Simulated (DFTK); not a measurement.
Here is a DFTK 0.8.2 calculation.

run.jl

```julia
using DFTK
using PseudoPotentialData
using Unitful, UnitfulAtomic
using LinearAlgebra, Printf
include("save.jl")
disable_threading()

# lattice vectors are the columns
lattice = austrip(1u"Å") * [           0.0        2.04275        2.04275;
                  2.04275            0.0        2.04275;
                  2.04275        2.04275            0.0]
symbols   = [:Ag]
positions = [[0.0, 0.0, 0.0]]
pseudopotentials = PseudoFamily("dojo.nc.sr.pbe.v0_4_1.standard.upf")
elements = Dict(s => ElementPsp(s, pseudopotentials) for s in unique(symbols))
atoms    = [elements[s] for s in symbols]

build_model(lattice, positions; symmetries=true) =
    model_DFT(lattice, atoms, positions;
              functionals=PBE(),
              temperature=austrip(0.05u"eV"),
              smearing=Smearing.FermiDirac(),
              symmetries)
Ecut  = 41.0  # hartree
kgrid = [11, 11, 11]
tol   = 1e-6
to_GPa = ustrip(uconvert(u"GPa", 1u"hartree/bohr^3"))

results["points"] = []
for scale in [0.94, 0.96, 0.98, 1.0, 1.02, 1.04, 1.06]
    println("\n=== scale = ", scale)
    model = build_model(cbrt(scale) * lattice, positions)
    basis = PlaneWaveBasis(model; Ecut, kgrid)
    t0 = time()
    scfres = self_consistent_field(basis;
                                   tol,
                                   nbandsalg=AdaptiveBands(model; n_bands_converge=14))
    seconds = time() - t0
    @printf "SCF: %d iterations, %.1f s\n" scfres.n_iter seconds
    forces = compute_forces_cart(scfres)
    stress = compute_stresses_cart(scfres)
    @printf "V = %.5f Å^3  F = %.8f Ha  max force = %.5f eV/Å  p = %.4f GPa\n" ustrip(auconvert(u"Å^3", model.unit_cell_volume)) scfres.energies.total ustrip(auconvert(u"eV/Å", maximum(norm, forces))) (-tr(stress) / 3 * to_GPa)
    push!(results["points"], save_scf!(scfres; forces, stress, d=Dict{String,Any}("seconds" => seconds, "n_matvec" => get(scfres, :n_matvec, 0))))
end

# third-order Birch-Murnaghan fit in x = V^(-2/3)
V = [0.94, 0.96, 0.98, 1.0, 1.02, 1.04, 1.06] * abs(det(lattice))
E = [p["total"] for p in results["points"]]
x = V .^ (-2 / 3)
c = [x .^ 0 x x .^ 2 x .^ 3] \ E
Δ = c[3]^2 - 3c[2] * c[4]
if Δ > 0
    x0 = (-c[3] + sqrt(Δ)) / 3c[4]
    B0 = 4 / 9 * x0^(7 / 2) * (2c[3] + 6c[4] * x0)
    @printf "V0 = %.4f Å^3  B0 = %.2f GPa\n" ustrip(auconvert(u"Å^3", x0^(-3 / 2))) B0 * to_GPa
end
```

Potentials or basis: dojo.nc.sr.pbe.v0_4_1.standard.upf (PBE).

Run with:

```sh
$ julia --threads=1 run.jl  # save.jl only writes the numbers to a file and isn't shown; printed stress counts tension as positive; times include loading and compiling
```

(1) Estimate the pressure derivative of the bulk modulus.

(2) Predict the bulk modulus.

(3) What does it give for the equilibrium volume?

Answers

(1) 6.2.

(2) 90 GPa.

(3) 17.79 Å³/atom.
